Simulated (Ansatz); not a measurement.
**Computed properties of Cu**

```
CELL_PARAMETERS angstrom
0.00000 1.80750 1.80750
1.80750 0.00000 1.80750
1.80750 1.80750 0.00000
ATOMIC_POSITIONS crystal
Cu 0.00000 0.00000 0.00000
```

The conventional cell has a = 3.615 Å, b = 3.615 Å, c = 3.615 Å, α = 90.00°, β = 90.00°, γ = 90.00°. Cu (atom 1) has 12 Cu at 2.56 Å as nearest neighbours.

The cell is COD entry 5000216, as deposited and not checked against the literature; nothing was relaxed.

The calculation used DFT, PBE, all-electron LAPW, scalar-relativistic in Ansatz 0.2.0.

Sampling and basis: a Γ-centred 19×19×19 k mesh, Fermi–Dirac smearing of 0.08 eV, basis error target 0.25 meV/atom, no spin polarisation.

```json
{"Pressure at this cell": "1.69 GPa", "Band gap": "none: with an odd electron count and no spin polarisation the bands can't all be full, a metal in this set-up (spin order or a larger cell could open a gap)", "Density of states at the Fermi level (0.2 eV bin)": "0.31 states/eV per cell", "Volume per atom": "11.81 Å³"}
```
